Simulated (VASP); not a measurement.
A run of VASP 6.6.1:

Contents of INCAR:

```
ALGO = Normal ; EDIFF = 1E-6
ENCUT = 520 ; GGA = RE
ISIF = 2 ; ISMEAR = -1
LASPH = T ; LCHARG = T
LELF = T ; LREAL = F
LVHAR = T ; LWAVE = F
NBANDS = 8 ; NELM = 100
PREC = Accurate ; SIGMA = 0.1
```

KPOINTS

```
k-points
0
Gamma
  13 13 13
```

File POSCAR:

```
Sb
1.0
    0.0000000000      2.4387767854      2.4387767854
    2.4387767854      0.0000000000      2.4387767854
    2.4387767854      2.4387767854      0.0000000000
Sb
1
Direct
    0.0000000000      0.0000000000      0.0000000000
```

Potentials or basis: VASP PAW PBE potentials, release 64 (Sb).

Launch:

```bash
$ cat potpaw_PBE.64/Sb/POTCAR > POTCAR
$ mpirun -np 1 vasp_std > vasp.out
```

Hardware: 1 thread of Intel(R) Xeon(R) Platinum 8488C (Sapphire Rapids) (shared host).

Question: Estimate the wall time of this run.

Answer: Wall time 14 s on 1 thread of Intel(R) Xeon(R) Platinum 8488C (Sapphire Rapids), on a shared host, peak memory 0.16 GiB. Counts: scf iterations 9, k points 84.
